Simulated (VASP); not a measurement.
From an Ansatz input to VASP: CO₂ (strained database structure)

Ansatz input

```yaml
crystal:
  lattice:
    - [4.2072315546, 0.0, 0.0]
    - [0.0, 4.2072315546, 0.0]
    - [0.0, 0.0, 4.6212335211]
  atoms:
    - { symbol: C, position: [0.5, 0.5, 0.5] }
    - { symbol: C, position: [0.0, 0.0, 0.0] }
    - { symbol: O, position: [0.3049420892, 0.6950579108, 0.5] }
    - { symbol: O, position: [0.6950579108, 0.3049420892, 0.5] }
    - { symbol: O, position: [0.1950579108, 0.1950579108, 0.0] }
    - { symbol: O, position: [0.8049420892, 0.8049420892, 0.0] }
kpoints:
  mp_grid: { grid: [6, 6, 6] }
  band_path:
    path:
      - [0.0, 0.0, 0.0]
      - [0.0, 0.5, 0.0]
      - [0.5, 0.5, 0.0]
      - [0.0, 0.0, 0.5]
      - [0.0, 0.5, 0.5]
      - [0.5, 0.5, 0.5]
      - [-0.5, -0.5, 0.479167]
    npoints: 1
hamiltonian:
  xc: r2scan
scf:
  occupations: { method: fixed }
  n_extra_bands: 5
output:
  forces: true
  stress: true
  eigenvalues: true
  write_density: true
  write_potential: true
  elf: true
  volumetric_format: npy
```

Q: Write VASP inputs for this cell and level of theory.

A: 

INCAR

```
NBANDS = 25
PREC = Accurate
ALGO = Normal
NELM = 120
METAGGA = R2SCAN
NSW = 0
ISMEAR = 0
ISIF = 2
LCHARG = .FALSE.
LASPH = .TRUE.
EDIFF = 1E-7
IBRION = -1
LREAL = .FALSE.
SIGMA = 0.01
LWAVE = .FALSE.
ENCUT = 520
```

KPOINTS

```
KPOINTS created by Atomic Simulation Environment
0
Gamma
6 6 6
0 0 0
```

KPOINTS_OPT

```
special points
7
Reciprocal
0.0000000000 0.0000000000 0.0000000000 1
0.0000000000 0.5000000000 0.0000000000 1
0.5000000000 0.5000000000 0.0000000000 1
0.0000000000 0.0000000000 0.5000000000 1
0.0000000000 0.5000000000 0.5000000000 1
0.5000000000 0.5000000000 0.5000000000 1
-0.5000000000 -0.5000000000 0.4791670000 1
```

POSCAR

```
C  O
 1.0000000000000000
     4.2072315545999999    0.0000000000000000    0.0000000000000000
     0.0000000000000000    4.2072315545999999    0.0000000000000000
     0.0000000000000000    0.0000000000000000    4.6212335210999997
 C   O
   2   4
Cartesian
  2.1036157772999999  2.1036157772999999  2.3106167605499999
  0.0000000000000000 -0.0000000000000000  0.0000000000000000
  1.2829619797998215  2.9242695748001784  2.3106167605499999
  2.9242695748001784  1.2829619797998215  2.3106167605499999
  0.8206537975001785  0.8206537975001785  0.0000000000000000
  3.3865777570998215  3.3865777570998215  0.0000000000000000
```

VASP ran with the recommended PBE PAW datasets (32 valence electrons in the cell). Other inputs would serve too.

```json
{"": "gap between bands v and c", "Ansatz": "7.27 eV", "VASP": "7.25 eV"}
{"": "least direct gap", "Ansatz": "7.77 eV", "VASP": "7.74 eV"}
{"": "pressure", "Ansatz": "0.5 GPa", "VASP": "2.5 GPa"}
{"": "largest force", "Ansatz": "0.08 eV/Å", "VASP": "0.71 eV/Å"}
```

Datasets and cutoffs are each program's own. VASP's cell holds 32 valence electrons and Ansatz's 32. Ansatz's stress includes a Pulay correction; VASP's doesn't.
